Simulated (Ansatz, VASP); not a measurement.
## One calculation of Al2Au, two programs

POSCAR

```
Al2Au
1.0
    0.0000000000      2.9491427175      2.9491427175
    2.9491427175      0.0000000000      2.9491427175
    2.9491427175      2.9491427175      0.0000000000
Al Au
2 1
Direct
    0.2500000000      0.2500000000      0.2500000000
    0.7500000000      0.7500000000      0.7500000000
    0.0000000000      0.0000000000      0.0000000000
```

INCAR.step1

```
ALGO = Normal
EDIFF = 1E-4
ENCUT = 520
GGA = PE
ISMEAR = -1
LASPH = T
LCHARG = F
LREAL = F
LWAVE = T
NBANDS = 16
NELM = 100
PREC = Accurate
SIGMA = 0.2
```

Contents of INCAR.step2:

```
ALGO = Normal
EDIFF = 1E-6
ENCUT = 520
ISIF = 2
ISMEAR = -1
ISTART = 1
IVDW = 12
LASPH = T
LCHARG = F
LMIXTAU = T
LREAL = F
LWAVE = F
METAGGA = R2SCAN
NBANDS = 16
NELM = 100
PREC = Accurate
SIGMA = 0.2
VDW_A1 = 0.49484001
VDW_A2 = 5.73083694
VDW_S6 = 1.0
VDW_S8 = 0.78981345
```

KPOINTS

```
k-points
0
Gamma
  7 7 7
```

Input for Ansatz:

```yaml
crystal:
  lattice:
    - [0.0, 2.9491427174746754, 2.9491427174746754]
    - [2.9491427174746754, 0.0, 2.9491427174746754]
    - [2.9491427174746754, 2.9491427174746754, 0.0]
  atoms:
    - { symbol: Al, position: [0.25, 0.25, 0.25] }
    - { symbol: Al, position: [0.75, 0.75, 0.75] }
    - { symbol: Au, position: [0.0, 0.0, 0.0] }
accuracy: low
kpoints:
  mp_grid:
    grid: [7, 7, 7]
hamiltonian:
  xc: r2scan
  dispersion: d3bj
  pseudopotentials:
    kind: nc
scf:
  mixing:
    algorithm: msr1
    beta: 0.4
    ndim: 12
  occupations:
    method: fermi_dirac
    width: 0.2
```

Alike in both runs: task single point; functional r2SCAN; dispersion D3(BJ); k mesh 7 × 7 × 7; occupations fermi-dirac, width 0.2 eV; no spin polarisation.

|  | VASP | Ansatz |
| --- | --- | --- |
| version | VASP 6.6.1 | Ansatz 0.2.0 |
| potentials or method | VASP PAW PBE potentials, release 64 (Al, Au) | plane waves, norm-conserving potentials |
| plane-wave cutoff (eV) | 520 | 1034 |
| valence electrons in the cell | 17 | 25 |

VASP gave:

| Item | Value |
| --- | --- |
| dispersion energy (meV/atom) | -199.8 |

Task: Estimate Ansatz's values.

Result: Dispersion energy (meV/atom): -199.9.

The two sets of potentials don't hold the same shells in valence. Ansatz warned: «dispersion_damping_borrowed».

 Spin-orbit coupling is left out, which matters for the levels of Au.
